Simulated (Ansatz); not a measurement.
# NaCl (Pm-3m): equation of state

The task here is to estimate one member of a computed series from the others.

Method: DFT PBE, scalar-relativistic, plane waves, PAW, in Ansatz 0.2.0.

2 further runs of the same task are left out: 1 that didn't finish, 1 set aside as unsound or not needed. Runs told in other sessions of the task aren't counted.

### Starting point

It takes space group Pm-3m (No. 221, cubic). Conventional cell: a = 3.508 Å, b = 3.508 Å, c = 3.508 Å, α = 90.00°, β = 90.00°, γ = 90.00°. Na (site symmetry m-3m) has 8 Cl at 3.04 Å in its first shell of neighbours. Cl (site symmetry m-3m) is surrounded by 8 Na at 3.04 Å.

Coordinates:

```cif
data_structure
_symmetry_space_group_name_H-M 'Pm-3m'
_symmetry_Int_Tables_number 221
_cell_length_a 3.5079
_cell_length_b 3.5079
_cell_length_c 3.5079
_cell_angle_alpha 90.000
_cell_angle_beta 90.000
_cell_angle_gamma 90.000
_cell_volume 43.17
loop_
_atom_site_label
_atom_site_type_symbol
_atom_site_symmetry_multiplicity
_atom_site_Wyckoff_symbol
_atom_site_fract_x
_atom_site_fract_y
_atom_site_fract_z
_atom_site_occupancy
Na1 Na 1 a 0.00000 0.00000 0.00000 1
Cl1 Cl 1 b 0.50000 0.50000 0.50000 1
```

An earlier run at PBE left this cell at 21.583 Å³/atom and -0.02 GPa (12×12×12 mesh).

Volume factors to run: 0.980, 1.020, 0.960, 1.040.

The first run:

The input, input.yaml:

```yaml
crystal:
  lattice:
    - [3.4843692696, 0.0, 0.0]
    - [0.0, 3.4843692696, 0.0]
    - [0.0, 0.0, 3.4843692696]
  atoms:
    - { symbol: Na, position: [0.0, 0.0, 0.0] }
    - { symbol: Cl, position: [0.5, 0.5, 0.5] }
basis:
  ecutwfc: 420
  ecutrho_ratio: 4
kpoints:
  mp_grid: { grid: [12, 12, 12] }
hamiltonian:
  xc: pbe
scf:
  occupations: { method: gaussian, width: 0.05 }
output:
  forces: true
  stress: true
  eigenvalues: true
```

On the command line:

```
$ ansatz run input.yaml --threads 4 --pin off --max-ram 7168MiB --backend cpu --events-out ev --progress --plain --runs-dir out
```

Steps of the session up to this table: Scaling the volume by 0.980; At 1.020 of the relaxed volume; Scaling the volume by 0.960; Scaling the volume by 1.040.

One of the session's tables, all rows but one given; the rest of the session is left out.

It belongs to the step «Energy and pressure against volume». 

| volume (Å³/atom) | energy (meV/atom) | pressure (GPa) | gap (eV) |
| --- | --- | --- | --- |
| 20.720 | 2.86 | 1.13 | 4.10 |
| 21.152 | 0.66 | 0.52 | 4.03 |
| 21.583 | 0.00 | -0.02 | 3.96 |
| 22.015 | ? | ? | ? |
| 22.447 | 2.69 | -0.94 | 3.84 |

Q: Estimate the row for volume (Å³/atom) = 22.015 from the others.

Worked estimate for «energy (meV/atom)». A straight line through the neighbours (21.583, 0.00) and (22.447, 2.69) gives 0.00 + (2.69 − 0.00) × (22.015 − 21.583) / (22.447 − 21.583) = 1.35; a parabola fitted to 3 rows on both sides gives 0.68.

As computed: energy (meV/atom): 0.73; pressure (GPa): -0.51; gap (eV): 3.90. In «energy (meV/atom)» the line misses by +0.62 and the parabola by -0.05.
